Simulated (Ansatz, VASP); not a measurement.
# Cross-check of Zr2AlN (Zr/AlN/Zr) between VASP and Ansatz, part 2 of 2

Aim: how closely do two programs agree when they are given the same cell, functional and k mesh? The structure shown is the end of the VASP relaxation below.

VASP 6.6.1 and Ansatz 0.2.0.

So far: The structure; VASP: relaxation, PBE.

## (3) Ansatz: single point, PBE

Level of this step: Ansatz beside VASP: Kohn-Sham DFT, plane waves, PBE (Ansatz).

Ansatz runs on its default PAW (the set named soft_2) files.

The same cell, functional, mesh and smearing now go to Ansatz, which takes its cutoff from its data sets.

File input.yaml:

```yaml
crystal:
  lattice:
    - [3.13, 0.0, 0.0]
    - [-1.565, 2.71065951, 0.0]
    - [0.0, 0.0, 44.88565988]
  atoms:
    - { symbol: Zr, position: [0.0, 0.0, 0.18164387] }
    - { symbol: Zr, position: [0.33333333, 0.66666667, 0.23787199] }
    - { symbol: Zr, position: [0.0, 0.0, 0.29747795] }
    - { symbol: Zr, position: [0.33333333, 0.66666667, 0.36116489] }
    - { symbol: Zr, position: [0.66666667, 0.33333333, 0.64561824] }
    - { symbol: Zr, position: [0.33333333, 0.66666667, 0.70451429] }
    - { symbol: Zr, position: [0.66666667, 0.33333333, 0.76510128] }
    - { symbol: Zr, position: [0.33333333, 0.66666667, 0.82133516] }
    - { symbol: "N", position: [0.33333333, 0.66666667, 0.40886975] }
    - { symbol: "N", position: [0.66666667, 0.33333333, 0.46446388] }
    - { symbol: "N", position: [0.33333333, 0.66666667, 0.52046862] }
    - { symbol: "N", position: [0.66666667, 0.33333333, 0.57648614] }
    - { symbol: Al, position: [0.66666667, 0.33333333, 0.42183527] }
    - { symbol: Al, position: [0.33333333, 0.66666667, 0.4778334] }
    - { symbol: Al, position: [0.66666667, 0.33333333, 0.53391772] }
    - { symbol: Al, position: [0.33333333, 0.66666667, 0.5905613] }
hamiltonian:
  xc: pbe
  pseudopotentials: { kind: paw }
kpoints:
  mp_grid: { grid: [9, 9, 1] }
scf:
  occupations: { method: fermi_dirac, width: 0.1 }
  n_extra_bands: 8
efield:
  axis: 3
  dipole_correction: true
  ramp_width: 0.04
output:
  forces: true
  eigenvalues: true
  write_density: true
  write_potential: true
  elf: true
  volumetric_format: npy
```

Run with:

```console
$ ansatz run input.yaml --threads 4 --pin off --max-ram 9216MiB --backend cpu --events-out ev --progress --plain --runs-dir out
```

Numbers of over 12 decimals in the logs are rounded to 6 here.

What it wrote:

```text
scf.n_extra_bands = 8 over 64 filled bands (N_el = 128.0): the run solves 72 bands
Engine: ansatz 0.2.0, x86_64-unknown-linux-gnu
Pseudopotentials: kind: paw
Pseudopotential: Zr, paw, valence charge 12, recommended cutoff 420 eV (normal), Zr.paw.azcp
Pseudopotential: N, paw, valence charge 5, recommended cutoff 420 eV (normal), N.paw.azcp
Pseudopotential: Al, paw, valence charge 3, recommended cutoff 420 eV (normal), Al.paw.azcp
Functional definition: PBE
  parameter kappa = 0.804
  parameter beta = 0.066725
  exchange = pbe_x(kappa = kappa, mu = beta*pi^2/3)
  correlation = pbe_c(beta = beta)
Crystal: 16 atoms, lattice volume = 380.826 Å³
Basis set: ecut = 420 eV, 7399 PW (Γ), exchange–correlation on 48×48×640 points (8 copies of the dense FFT grid, shifted against one another)
Bands: 72, of which v1, the nominal top of the filled ones, is band 64 counted from 1 (63 counted from 0)
Symmetry: 6 space group operations
Space group: P3m1 (ITA 156), of the structure as read, at distance tolerance 7.2e-5 Å
k-points: 12 of 81 (time reversal used)
Non-local potential: Zr, projectors of the file, l = 0: 3, l = 1: 2, l = 2: 2, l = 3: 2
Non-local potential: N, projectors of the file, l = 0: 2, l = 1: 2, l = 2: 1
Non-local potential: Al, projectors of the file, l = 0: 2, l = 1: 2, l = 2: 1
PAW form: soft (Blöchl's): semilocal exchange-correlation on the pseudo side does not see the compensation charge
PAW one-centre angular grid: Zr, 590 points (default); XC on 64 Gauss nodes
PAW one-centre angular grid: N, 110 points (default); XC on 64 Gauss nodes
PAW one-centre angular grid: Al, 110 points (default); XC on 64 Gauss nodes
Initial density: superposition of atomic densities (neutral atoms: chi_scale 0, normalization atom), corrected by the library's trained network
Initial wavefunctions: pseudopotential atomic-orbital guess
Functional: x = pbe(κ = 0.804, μ = 0.219515), c = pbe(β = 0.066725)
SCF iter   1: F=—  HF=-37165.273410 eV  |F-HF|=—  |Δ(HF+E_count)|=         —  Δρ=7.41e-3  dr2=1.11e1  ethr=1.77e-3  p=-0.012 e·Å  D=-5.75e-3 V/Å  ΔV_dip=0.26 eV  dr2_dipole=1.55e1  V_vac-E_F(+/−)=4.50/4.24 eV  ⟨swp⟩=7.6  Hψ=3781  notcnv=0
efield: sawtooth ramp at fractional position 0.9815 (placed from the atoms, in the widest stretch of the axis that holds none; the zero of the levels goes with the place), width 0.0400; the density the first Hamiltonian is built on has a dipole p = -0.012 e·Å; the dipole correction subtracts the counter field D = -5.75e-3 V/Å, which shifts the + side's vacuum level by +0.26 eV against the − side's; the planar-averaged density in the ramp window peaks in size at 4.6e-5 e/Å³
preconditioner: auto → LDOS  [metal: Δε(μ)=0.035 eV  Ē_g=4.965 eV  σ=0.100 eV  W_gap=0.09  n_scr=32 (ndim 8)  ℏωp=15.2 eV  f_vac=0.267  D(μ)=10.67/eV (n_scr^D=32)  β→1.0]
SCF iter   2: F=—  HF=-37165.154086 eV  |F-HF|=—  |Δ(HF+E_count)|=   1.19e-1  Δρ=2.83e-3  dr2=5.88e-1  ethr=1.77e-3  p=0.004 e·Å  D=1.98e-3 V/Å  ΔV_dip=-0.09 eV  dr2_dipole=1.66e-3  V_vac-E_F(+/−)=4.16/4.25 eV  ⟨swp⟩=1.8  Hψ=1184  notcnv=0
SCF iter   3: F=—  HF=-37165.144279 eV  |F-HF|=—  |Δ(HF+E_count)|=   9.81e-3  Δρ=1.15e-3  dr2=2.31e-2  ethr=4.59e-4  p=0.001 e·Å  D=4.90e-4 V/Å  ΔV_dip=-0.02 eV  dr2_dipole=1.44e-2  V_vac-E_F(+/−)=4.25/4.27 eV  ⟨swp⟩=1.9  Hψ=945  notcnv=0
SCF iter   4: F=—  HF=-37165.143201 eV  |F-HF|=—  |Δ(HF+E_count)|=   1.08e-3  Δρ=4.87e-4  dr2=3.85e-3  ethr=1.80e-5  p=0.002 e·Å  D=8.08e-4 V/Å  ΔV_dip=-0.04 eV  dr2_dipole=1.95e-3  V_vac-E_F(+/−)=4.23/4.27 eV  ⟨swp⟩=2.7  Hψ=1295  notcnv=0
SCF iter   5: F=—  HF=-37165.143053 eV  |F-HF|=—  |Δ(HF+E_count)|=   1.48e-4  Δρ=2.08e-4  dr2=2.89e-4  ethr=3.01e-6  p=0.002 e·Å  D=9.43e-4 V/Å  ΔV_dip=-0.04 eV  dr2_dipole=2.33e-5  V_vac-E_F(+/−)=4.23/4.27 eV  ⟨swp⟩=2.6  Hψ=1200  notcnv=0
SCF iter   6: F=—  HF=-37165.143046 eV  |F-HF|=—  |Δ(HF+E_count)|=   7.16e-6  Δρ=6.21e-5  dr2=3.34e-5  ethr=2.26e-7  p=0.002 e·Å  D=9.53e-4 V/Å  ΔV_dip=-0.04 eV  dr2_dipole=6.04e-7  V_vac-E_F(+/−)=4.22/4.27 eV  ⟨swp⟩=3.0  Hψ=1395  notcnv=0
SCF iter   7: F=—  HF=-37165.142554 eV  |F-HF|=—  |Δ(HF+E_count)|=   4.92e-4  Δρ=2.62e-5  dr2=4.37e-6  ethr=2.61e-8  p=0.002 e·Å  D=9.56e-4 V/Å  ΔV_dip=-0.04 eV  dr2_dipole=1.32e-7  V_vac-E_F(+/−)=4.22/4.27 eV  ⟨swp⟩=2.8  Hψ=1333  notcnv=0
SCF iter   8: F=—  HF=-37165.142555 eV  |F-HF|=—  |Δ(HF+E_count)|=   9.81e-7  Δρ=9.01e-6  dr2=8.41e-7  ethr=3.41e-9  p=0.002 e·Å  D=9.64e-4 V/Å  ΔV_dip=-0.04 eV  dr2_dipole=2.45e-8  V_vac-E_F(+/−)=4.22/4.27 eV  ⟨swp⟩=3.7  Hψ=1424  notcnv=0
SCF iter   9: F=—  HF=-37165.142555 eV  |F-HF|=—  |Δ(HF+E_count)|=   2.05e-7  Δρ=3.79e-6  dr2=1.64e-7  ethr=6.57e-10  p=0.002 e·Å  D=9.73e-4 V/Å  ΔV_dip=-0.04 eV  dr2_dipole=2.37e-9  V_vac-E_F(+/−)=4.22/4.27 eV  ⟨swp⟩=2.3  Hψ=1338  notcnv=0
SCF iter  10: F=-37165.142555 eV  HF=-37165.142555 eV  |F-HF|=1.29e-8  |Δ(HF+E_count)|=   1.54e-8  Δρ=1.56e-6  dr2=2.35e-8  ethr=7.81e-11  p=0.002 e·Å  D=9.77e-4 V/Å  ΔV_dip=-0.04 eV  dr2_dipole=1.65e-9  V_vac-E_F(+/−)=4.22/4.27 eV  ⟨swp⟩=12.3  Hψ=7007  notcnv=0
SCF 1 converged in 10 iterations: F = -37165.142555 eV  dr2 = 2.35e-8
  greatest PAW one-centre occupation: 0.996 electrons in one spin orbital (limit 2), on the Zr atom at site 0 (counted from 0), in its partial waves of l = 0
WARN: The output density's exchange-correlation potential varies sharply where the density is thin. Do not read a vacuum level from v_tot or v_xc, or from such a field of the output density. On a cell that repeats whose density bears no net charge and no dipole along the vacuum's axis use v_es (v_loc + v_h of the components); under efield.dipole_correction with no amplitude use v_es + v_field, which holds any externa [...]
SCF converged after 10 iterations
Free energy (F): -37165.142555 eV
Harris-Foulkes:  -37165.142555 eV  (|F-HF|=1.29e-8)
Internal energy: -37164.778197 eV  (E = F + TS)
E sigma→0 (E₀):  -37164.960376 eV
Entropy (-TS):   -0.364358 eV (-22.772 meV/atom)
Fermi energy:    7.651656 eV
Dipole field:    D = 0.000938 V/Å  (p = 0.001974 e·Å, saw-weighted, corrected)
Work function:   Φ+ = 4.2253 eV   Φ− = 4.2674 eV
Levels:          The Fermi level and band energies are counted from a zero that moves with the ramp; work functions are not
--- Per-component energies (eV) ---
  E_band       = -1361.450889
  E_kinetic    = 3298.580610
  E_local      = -101818.833480  (includes V_loc(G=0)·N_el)
  E_nonlocal   = 868.246377
  E_hartree    = 49491.889445
  E_xc         = -1697.641814
  E_vxc        = -1955.457526  (∫ρ·V_xc dr)
  E_paw        = -26013.711436  (= ΣΔE_a)
  E_vpaw       = -737.787962  (= ΣTr[D̂ρ^β])
  E_aug_tail   = 0.000586  (compensation charges beyond the density's cutoff)
  E_efield     = 0.000001  (sawtooth field / dipole correction)
  E_vefield    = 0.003792  (∫n·V_field dr)
  E_ewald      = 38706.691514
  E_smearing   = -0.364358  (= −TS)
  E_closure    = 0.000000  (closes the sum)
  Σ components = -37165.142555   (vs F -37165.142555, Δ=0.00e0)
--- Forces (eV/Å), atoms counted from 1 ---
  atom   1  Zr     0.00000000    -0.00000000     0.01632486
  atom   2  Zr     0.00000000     0.00000000     0.00486652
  atom   3  Zr     0.00000000    -0.00000000    -0.00649195
  atom   4  Zr     0.00000000     0.00000000     0.01706344
  atom   5  Zr     0.00000000     0.00000000     0.01240202
  atom   6  Zr     0.00000000    -0.00000000    -0.00586676
  atom   7  Zr    -0.00000000     0.00000000    -0.01998444
  atom   8  Zr     0.00000000    -0.00000000    -0.00399433
  atom   9  N      0.00000000    -0.00000000    -0.02461160
  atom  10  N      0.00000000    -0.00000000    -0.00174301
  atom  11  N     -0.00000000     0.00000000    -0.00925521
  atom  12  N      0.00000000     0.00000000     0.00367338
  atom  13  Al     0.00000000     0.00000000     0.01326063
  atom  14  Al    -0.00000000    -0.00000000     0.01769418
  atom  15  Al     0.00000000     0.00000000    -0.01761008
  atom  16  Al     0.00000000    -0.00000000     0.00433060
  max |Σ_I F_I| component: 5.82e-5 eV/Å
--- Band table (eV; the first three rows and the last of 12) ---
  k-point 0: bands = [... 60 lower, 7.8517, 8.0161, 8.0357, 8.4688, 8.4850, 8.6017, 8.6017, 8.6078, ... 4 higher]
  k-point 1: bands = [... 60 lower, 7.7787, 7.8311, 7.8810, 8.0803, 8.1081, 8.3005, 8.3106, 8.5050, ... 4 higher]
  k-point 2: bands = [... 60 lower, 7.1534, 7.3792, 7.5341, 7.5568, 7.6993, 7.7868, 7.9231, 8.2840, ... 4 higher]
  k-point 11: bands = [... 60 lower, 6.9257, 7.0366, 7.4088, 7.4897, 7.7161, 7.7530, 7.7729, 7.8139, ... 4 higher]
```

The job ended after 11 s (4 threads of Intel Xeon Platinum 8488C (Sapphire Rapids), shared host; peak memory 1.1 GiB; 42 s of CPU time).

Reading the cycles: dr2 is the Hartree energy of the density residual (eV), the measure of convergence; HF is the Harris–Foulkes estimate of the energy, which meets the free energy F at convergence.

## (4) Side by side

Known differences besides the potentials themselves: the cutoff is 420 eV in Ansatz and 400 eV in VASP (PREC = Normal, projectors in real space); VASP leaves aspherical gradient terms in its spheres out (LASPH is not set), Ansatz keeps them. Total energies have different zeros and are not compared.

At this near-relaxed geometry the largest component of a force difference is 29 meV/Å.

## (5) Results

```yaml
r_m_s_force_difference_single_point_pbe: 5.8 meV/Å
```

The r.m.s. force difference is 5.8 meV/Å (single point, PBE), within the 12 meV/Å picked in this series as the mark of a large difference. How closely two codes agree says nothing of how well the functional describes the real material.

[Lines on the potential files, build, host, timing and source positions are cut from VASP's logs without a mark.]

[Logs are printed without paths, hosts, clocks, repeated set-up lines and the standing remarks that a program may print on its own settings, such as how far it seeks lower states.]

[Hosts, paths, dates, database ids (printed as entryN), source tags and the programs' standing remarks are cut or masked in the printed files.]
